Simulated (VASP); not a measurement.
# BP (F-43m) in VASP: further runs

Aim: see how the results for BP move with the level of theory and the settings. Levels: PBE0, r2SCAN-EpsX. Tasks: band structure.

All numbers are computed with VASP 6.6.1; they aren't measurements. Logs are shortened: lines on timing, memory, paths and dates and some standing lists are left out, and cuts for length are marked.

## Step 1: Starting point

Symmetry: F-43m, No. 216, cubic system. Conventional cell: a = 4.538 Å, b = 4.538 Å, c = 4.538 Å, α = 90.00°, β = 90.00°, γ = 90.00°. P (site symmetry -43m) has 4 B at 1.97 Å as nearest neighbours. B (site symmetry -43m) is surrounded by 4 P at 1.97 Å.

## Step 2: Band structure, PBE0

POSCAR

```
BP
1.0
    0.0000000000      2.2690000000      2.2690000000
    2.2690000000      0.0000000000      2.2690000000
    2.2690000000      2.2690000000      0.0000000000
P B
1 1
Direct
    0.7500000000      0.7500000000      0.7500000000
    0.0000000000      0.0000000000      0.0000000000
```

INCAR.step1

```
SYSTEM = BP
PREC = Accurate ; ENCUT = 520
EDIFF = 1E-5 ; ISMEAR = 0
SIGMA = 0.02 ; LREAL = .FALSE.
LASPH = .TRUE. ; NELM = 100
ALGO = Normal ; ISIF = 2
LWAVE = .TRUE. ; LCHARG = .FALSE.
NBANDS = 11 ; GGA = PE
KPAR = 4
```

INCAR.step2

```
SYSTEM = BP
PREC = Accurate ; ENCUT = 520
EDIFF = 1E-6 ; ISMEAR = 0
SIGMA = 0.02 ; LREAL = .FALSE.
LASPH = .TRUE. ; NELM = 100
ALGO = Normal ; ISIF = 2
LWAVE = .FALSE. ; LCHARG = .FALSE.
GGA = PE ; LHFCALC = .TRUE.
AEXX = 0.25 ; PRECFOCK = Fast
HFRCUT = -1 ; NBANDS = 11
ISTART = 1 ; KPAR = 4
```

KPOINTS

```
Automatic mesh
0
G
  8 8 8
  0 0 0
```

KPOINTS_OPT

```
path GXWKGLUWLK,UX
12
line-mode
reciprocal
 0.0000000000  0.0000000000  0.0000000000  G
 0.5000000000  0.0000000000  0.5000000000  X

 0.5000000000  0.0000000000  0.5000000000  X
 0.5000000000  0.2500000000  0.7500000000  W

 0.5000000000  0.2500000000  0.7500000000  W
 0.3750000000  0.3750000000  0.7500000000  K

 0.3750000000  0.3750000000  0.7500000000  K
 0.0000000000  0.0000000000  0.0000000000  G

 0.0000000000  0.0000000000  0.0000000000  G
 0.5000000000  0.5000000000  0.5000000000  L

 0.5000000000  0.5000000000  0.5000000000  L
 0.6250000000  0.2500000000  0.6250000000  U

 0.6250000000  0.2500000000  0.6250000000  U
 0.5000000000  0.2500000000  0.7500000000  W

 0.5000000000  0.2500000000  0.7500000000  W
 0.5000000000  0.5000000000  0.5000000000  L

 0.5000000000  0.5000000000  0.5000000000  L
 0.3750000000  0.3750000000  0.7500000000  K

 0.6250000000  0.2500000000  0.6250000000  U
 0.5000000000  0.0000000000  0.5000000000  X
```

Potentials or basis: VASP PAW PBE potentials, release 64 (P, B).

Launch:

```
> cat potpaw_PBE.64/P/POTCAR potpaw_PBE.64/B/POTCAR > POTCAR
> cp INCAR.step1 INCAR
> mpirun -np 4 vasp_std > vasp.out
> cp INCAR.step2 INCAR
> mpirun -np 4 vasp_std > vasp.out
```

OUTCAR:

```text
SYSTEM = BP
   PREC = Accurate
   ENCUT = 520
   EDIFF = 1E-6
   ISMEAR = 0
   LREAL = .FALSE.
   LASPH = .TRUE.
   NELM = 100
   ISIF = 2
   GGA = PE
   LHFCALC = .TRUE.
   AEXX = 0.25
   PRECFOCK = Fast
   ISTART = 1

 ion  position               nearest neighbor table
   1  0.750  0.750  0.750-   2 1.97   2 1.97   2 1.97   2 1.97
   2  0.000  0.000  0.000-   1 1.97   1 1.97   1 1.97   1 1.97

  LATTYP: Found a face centered cubic cell.
 ALAT       =     4.5380000000

  Lattice vectors:

 A1 = (   0.0000000000,   2.2690000000,   2.2690000000)
 A2 = (   2.2690000000,   0.0000000000,   2.2690000000)
 A3 = (   2.2690000000,   2.2690000000,   0.0000000000)

Analysis of symmetry for initial positions (statically):
=====================================================================
 Subroutine PRICEL returns:
 Original cell was already a primitive cell.

 Routine SETGRP: Setting up the symmetry group for a
 face centered cubic supercell.

 Subroutine GETGRP returns: Found 24 space group operations
 (whereof 24 operations were pure point group operations)
 out of a pool of 48 trial point group operations.

The static configuration has the point symmetry T_d .

Analysis of symmetry for dynamics (positions and initial velocities):
=====================================================================
 Subroutine PRICEL returns:
 Original cell was already a primitive cell.

 Routine SETGRP: Setting up the symmetry group for a
 face centered cubic supercell.

 Subroutine GETGRP returns: Found 24 space group operations
 (whereof 24 operations were pure point group operations)
 out of a pool of 48 trial point group operations.

The dynamic configuration has the point symmetry T_d .

 Subroutine INISYM returns: Found 24 space group operations
 (whereof 24 operations are pure point group operations),
 and found     1 'primitive' translations

----------------------------------------------------------------------------------------

                                     Primitive cell

  volume of cell :      23.3633

  direct lattice vectors                    reciprocal lattice vectors
     0.000000000  2.269000000  2.269000000    -0.220361393  0.220361393  0.220361393
     2.269000000  0.000000000  2.269000000     0.220361393 -0.220361393  0.220361393
     2.269000000  2.269000000  0.000000000     0.220361393  0.220361393 -0.220361393

  length of vectors
     3.208850573  3.208850573  3.208850573     0.381677128  0.381677128  0.381677128

  position of ions in fractional coordinates (direct lattice)
     0.750000000  0.750000000  0.750000000
     0.000000000  0.000000000  0.000000000

  ion indices of the primitive-cell ions
   primitive index   ion index
                 1           1
                 2           2

----------------------------------------------------------------------------------------

 KPOINTS: Automatic mesh

Automatic generation of k-mesh.
 Grid dimensions read from file:
 generate k-points for:    8    8    8

 Generating k-lattice:

  Cartesian coordinates                     Fractional coordinates (reciprocal lattice)
    -0.027545174  0.027545174  0.027545174     0.125000000  0.000000000  0.000000000
     0.027545174 -0.027545174  0.027545174     0.000000000  0.125000000  0.000000000
     0.027545174  0.027545174 -0.027545174     0.000000000  0.000000000  0.125000000

  Length of vectors
     0.047709641  0.047709641  0.047709641

  Shift w.r.t. Gamma in fractional coordinates (k-lattice)
     0.000000000  0.000000000  0.000000000

 Subroutine IBZKPT returns following result:
 ===========================================

 Found     29 irreducible k-points:

 Following reciprocal coordinates:
            Coordinates               Weight
  0.000000  0.000000  0.000000      1.000000
  0.125000  0.000000  0.000000      8.000000
  0.250000  0.000000  0.000000      8.000000
  0.375000  0.000000  0.000000      8.000000
  0.500000  0.000000  0.000000      4.000000
  0.125000  0.125000  0.000000      6.000000
[... 16 lines left out ...]
  0.500000  0.250000  0.125000     48.000000
 -0.375000  0.250000  0.125000     24.000000
 [... further k-points ...]
   k-points           NKPTS =     29   k-points in BZ     NKDIM =    512   number of bands    NBANDS=     11
   number of dos      NEDOS =    301   number of ions     NIONS =      2
   total plane-waves  NPLWV =  13824
   dimension x,y,z NGX =    24 NGY =   24 NGZ =   24
   dimension x,y,z NGXF=    48 NGYF=   48 NGZF=   48
   ions per type =               1   1
   NGX,Y,Z   is equivalent  to a cutoff of  12.43, 12.43, 12.43 a.u.
   NGXF,Y,Z  is equivalent  to a cutoff of  24.87, 24.87, 24.87 a.u.
 SYSTEM =  BP
   PREC   = accura    normal or accurate (medium, high low for compatibility)
   ISTART =      1    job   : 0-new  1-cont  2-samecut
   ICHARG =      0    charge: 1-file 2-atom 10-const
   ISPIN  =      1    spin polarized calculation?
   LNONCOLLINEAR =      F non collinear calculations
   LSORBIT =      F    spin-orbit coupling
   LASPH  =      T    aspherical Exc in radial PAW
   ENCUT  =  520.0 eV  38.22 Ry    6.18 a.u.   5.97  5.97  5.97*2*pi/ulx,y,z
   NELM   =    100;   NELMIN=  2; NELMDL=  0     # of ELM steps
   EDIFF  = 0.1E-05   stopping-criterion for ELM
   LREAL  =      F    real-space projection
   EDIFFG = 0.1E-04   stopping-criterion for IOM
   NSW    =      0    number of steps for IOM
   IBRION =     -1    ionic relax: 0-MD 1-quasi-New 2-CG
   NFREE  =      0    steps in history (QN), initial steepest desc. (CG)
   ISIF   =      2    stress and relaxation
   ISYM   =      3    0-nonsym 1-usesym 2-fastsym
   POTIM  = 0.5000    time-step for ionic-motion
   TEBEG  =    0.0;   TEEND  =   0.0 temperature during run
   PSTRESS=    0.0 pullay stress
   NELECT =       8.0000    total number of electrons
   NUPDOWN=      -1.0000    fix difference up-down
   EMIN   =  10.00;   EMAX   =-10.00  energy-range for DOS
   EFERMI =   0.00;   METHOD = LEGACY
   ISMEAR =     0;   SIGMA  =   0.02  broadening in eV -4-tet -1-fermi 0-gaus
   EFERMI_NEDOS =   21; number of points for ismear=-14 and -15
   IALGO  =     38    algorithm
   IMIX   =      1    mixing-type and parameters
     AMIX     =   0.40;   BMIX     =  1.00
     AMIX_MAG =   1.60;   BMIX_MAG =  1.00
  volume/ion in A,a.u.               =      11.68        78.83
  Fermi-wavevector in a.u.,A,eV,Ry     =   1.145320  2.164342 17.847562  1.311759
  Thomas-Fermi vector in A             =   2.282009
   LORBIT       =      0    0 simple, 1 ext, 2 COOP (PROOUT), +10 PAW based schemes
   GGA     = PE    functional components
   LHFCALC =     T    Hartree Fock is set to
   PRECFOCK=fast      Normal, Fast or Accurate (Low or Medium for compatibility)
   ENCUT4O =  -1.0   cutoff for four orbital integrals eV
   NKREDX  =     1    reduce k-point grid by
   NKREDY  =     1    reduce k-point grid by
   NKREDZ  =     1    reduce k-point grid by
   AEXX    =    0.2500 exact exchange contribution
   HFSCREEN=    0.0000 screening length (either q_TF or 0.3 A-1)
   HFSCREENC=   0.0000 screening length for correlation (either q_TF or 0.3 A-1)
   ENCUTFOCK=  -1.0 apply spherical cutoff to Coloumb kernel
   IVDW    =     0    specifies the selected vdW correction
   LEPSILON=     F    determine dielectric tensor
   LRPA    =     F    only Hartree local field effects (RPA)
 non-spin polarized calculation
 Gauss-broadening in eV      SIGMA  =   0.02
  energy-cutoff  :      520.00
  volume of cell :       23.36
 maximum number of plane-waves:       638
  NGX = 14; NGY = 14; NGZ = 14

 number of electron       8.0000000 magnetization

 Free energy of the ion-electron system (eV)
  ---------------------------------------------------
  ext. energy  EPLUGINS =         0.00000000
  ---------------------------------------------------
  free energy    TOTEN  =       -15.77109643 eV

  energy without entropy =      -15.77109643  energy(sigma->0) =      -15.77109643

 E-fermi :   6.7792     XC(G=0):  -8.6073

 val. band max:        6.6676522302   @ k =   0.0000   0.0000   0.0000
 cond. band min:       9.3484199676   @ k =   0.3750   0.3750   0.0000
 fundamental gap:      2.6807677375
 Fermi energy:         6.7791835118

 k-point     1 :       0.0000    0.0000    0.0000
  band No.  band energies     occupation
      1     -10.5229      2.00000
      2       6.6677      2.00000
      3       6.6677      2.00000
      4       6.6677      2.00000
      5      11.6740      0.00000
      6      11.6740      0.00000
      7      11.6740      0.00000
      8      16.0655      0.00000
      9      19.9896      0.00000
     10      20.8432      0.00000
     11      20.8432      0.00000

 k-point     2 :       0.1250    0.0000    0.0000
  band No.  band energies     occupation
      1     -10.2168      2.00000
      2       4.6340      2.00000
      3       6.2059      2.00000
      4       6.2059      2.00000
      5      12.2336      0.00000
      6      12.3206      0.00000
      7      12.3206      0.00000
      8      16.8968      0.00000
      9      19.8559      0.00000
     10      19.8559      0.00000
     11      20.8984      0.00000

 k-point     3 :       0.2500    0.0000    0.0000
  band No.  band energies     occupation
      1      -9.3090      2.00000
      2       1.2633      2.00000
      3       5.4336      2.00000
      4       5.4336      2.00000
      5      12.3227      0.00000
      6      13.1708      0.00000
      7      13.1708      0.00000
      8      18.4043      0.00000
      9      19.6011      0.00000
     10      19.6011      0.00000
     11      21.6521      0.00000
[... 267 lines left out ...]
 k-point    23 :       0.5000    0.2500    0.1250
  band No.  band energies     occupation
      1      -7.1522      2.00000
      2      -1.2783      2.00000
      3       1.7329      2.00000
      4       3.6315      2.00000
      5      12.4236      0.00000
      6      13.8823      0.00000
      7      15.9299      0.00000
      8      17.0156      0.00000
      9      21.3367      0.00000
     10      22.2633      0.00000
     11      25.9346      0.00000

 k-point    24 :      -0.3750    0.2500    0.1250
  band No.  band energies     occupation
      1      -6.1253      2.00000
      2      -2.7866      2.00000
      3       1.6333      2.00000
      4       3.2254      2.00000
      5      12.4982      0.00000
      6      13.6024      0.00000
      7      17.0397      0.00000
      8      18.6129      0.00000
      9      19.1374      0.00000
     10      23.3852      0.00000
     11      25.6083      0.00000

 [... further k-points ...]

------------------------ aborting loop because EDIFF is reached ----------------------------------------

  FORCE on cell =-STRESS in cart. coord.  units (eV):
  Direction    XX          YY          ZZ          XY          YZ          ZX
  --------------------------------------------------------------------------------------
  -------------------------------------------------------------------------------------
  Total       -0.3289569     -0.3289569     -0.3289569      0.0000000      0.0000000     -0.0000000
  in kB      -22.5588035    -22.5588035    -22.5588035      0.0000000      0.0000000     -0.0000000
  external PRESSURE =     -22.5588035 kB  Pullay stress =       0.0000000 kB

 VOLUME and BASIS-vectors are now :
 -----------------------------------------------------------------------------
  energy-cutoff  :      520.00
  volume of cell :       23.36
      direct lattice vectors                 reciprocal lattice vectors
     0.000000000  2.269000000  2.269000000    -0.220361393  0.220361393  0.220361393
     2.269000000  0.000000000  2.269000000     0.220361393 -0.220361393  0.220361393
     2.269000000  2.269000000  0.000000000     0.220361393  0.220361393 -0.220361393

 POSITION                                       TOTAL-FORCE (eV/Angst)
 -----------------------------------------------------------------------------------
      3.40350      3.40350      3.40350         0.000000      0.000000      0.000000
      0.00000      0.00000      0.00000        -0.000000     -0.000000     -0.000000
 -----------------------------------------------------------------------------------
    total drift:                                0.000000      0.000000      0.000000

  FREE ENERGIE OF THE ION-ELECTRON SYSTEM (eV)
  ---------------------------------------------------
  free  energy   TOTEN  =       -15.7710964278 eV

  energy  without entropy=      -15.7710964278  energy(sigma->0) =      -15.77109643
```

Wall time 6.2 min (4 MPI ranks of AMD EPYC 9R45 (Zen 5), shared host); peak memory 0.23 GiB.

Results:

| Item | Value |
| --- | --- |
| Free energy | -15.7711 eV |
| Pressure | -2.3 GPa |
| Band gap on the k mesh | 2.68 eV, indirect (least direct gap 5.01 eV) |
| Band gap along the path | 2.64 eV, indirect (least direct gap 5.01 eV) |

Levels at the corners of the path, in eV from the valence-band top:
```csv
point,band 1,band 2,band 3,band 4,band 5,band 6,band 7,band 8
Γ,-17.19,0.00,0.00,0.00,5.01,5.01,5.01,9.40
X,-11.80,-9.67,-4.57,-4.57,2.75,3.09,14.57,14.57
X,-11.80,-9.67,-4.57,-4.57,2.75,3.09,14.57,14.57
W,-11.49,-9.10,-6.27,-6.05,7.07,8.50,9.26,9.46
W,-11.49,-9.10,-6.27,-6.05,7.07,8.50,9.26,9.46
K,-11.81,-9.20,-6.89,-3.90,3.62,7.79,11.97,12.90
K,-11.81,-9.20,-6.89,-3.90,3.62,7.79,11.97,12.90
Γ,-17.19,0.00,0.00,0.00,5.01,5.01,5.01,9.40
Γ,-17.19,0.00,0.00,0.00,5.01,5.01,5.01,9.40
L,-13.53,-10.10,-1.96,-1.96,5.43,6.42,6.42,12.09
L,-13.53,-10.10,-1.96,-1.96,5.43,6.42,6.42,12.09
U,-11.81,-9.20,-6.89,-3.90,3.62,7.79,11.97,12.90
U,-11.81,-9.20,-6.89,-3.90,3.62,7.79,11.97,12.90
W,-11.49,-9.10,-6.27,-6.05,7.07,8.50,9.26,9.46
W,-11.49,-9.10,-6.27,-6.05,7.07,8.50,9.26,9.46
L,-13.53,-10.10,-1.96,-1.96,5.43,6.42,6.42,12.09
L,-13.53,-10.10,-1.96,-1.96,5.43,6.42,6.42,12.09
K,-11.81,-9.20,-6.89,-3.90,3.62,7.79,11.97,12.90
U,-11.81,-9.20,-6.89,-3.90,3.62,7.79,11.97,12.90
X,-11.80,-9.67,-4.57,-4.57,2.75,3.09,14.57,14.57
```

Caveat: the PAW data sets were made with another functional, which shifts forces and pressure a little.

(Continued in part 2 of 2.)
